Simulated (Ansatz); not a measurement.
Bulk crystal (AlP) after relaxation:

```
CELL_PARAMETERS angstrom
0.00000 -2.73517 -2.73517
2.73517 0.00000 -2.73517
2.73517 -2.73517 0.00000
ATOMIC_POSITIONS crystal
P 0.50000 0.50000 0.50000
Al 0.75000 0.75000 0.75000
```

Miller indices refer to the conventional cell of F-43m (No. 216), a = 5.470 Å, b = 5.470 Å, c = 5.470 Å, α = 90.00°, β = 90.00°, γ = 90.00°. The bulk's gap is 1.45 eV.

The (100) slab of 10 planes, 12.3 Å thick with 15 Å of vacuum as cut; outer planes Al (top) and P (bottom).

All numbers below come from DFT PBEsol, scalar-relativistic, plane waves, PAW in Ansatz 0.2.0. Cutoff 420 eV; k points 7×7×1 on the computed 10-atom cell (Γ-centred); Gaussian smearing, width 0.05 eV; no spin polarisation. The cell repeats along c with a dipole correction in the vacuum.

This cut of an insulator is polar or leaves open shells, so the slab is metallic here; real surfaces compensate by reconstruction or adsorbates.

With the atoms at the bulk's places:

For the slab as cut, the surface energy (mean of both faces) is 2.54 J/m². The gap of the slab on the mesh is none (metal or semimetal), the work function is 4.87 eV (top), 6.50 eV (bottom) and the dipole of the slab along +c, per cell is 0.13 e·Å.

Task: What changes when all atoms relax within this surface cell and its symmetry?

Result: The energy falls by 0.011 J/m² a face, and the largest move is 0.03 Å.

```
Surface energy (mean of both faces)   : 2.53 J/m²
Gap of the slab on the mesh           : none (metal or semimetal)
Work function                         : 4.86 eV (top), 6.48 eV (bottom)
Dipole of the slab along +c, per cell : 0.13 e·Å
```

```
plane (bottom to top) atoms spacing to next, bulk (Å) relaxed (Å) change (%)
                    1      P                      1.368        1.313        -4.0
                    2     Al                      1.368        1.399        +2.3
                    3      P                      1.368        1.333        -2.5
                    4     Al                      1.368        1.393        +1.9
                    5      P                      1.368        1.347        -1.5
                    6     Al                      1.368        1.389        +1.6
                    7      P                      1.368        1.346        -1.6
                    8     Al                      1.368        1.391        +1.7
                    9      P                      1.368        1.388        +1.5
                   10     Al
```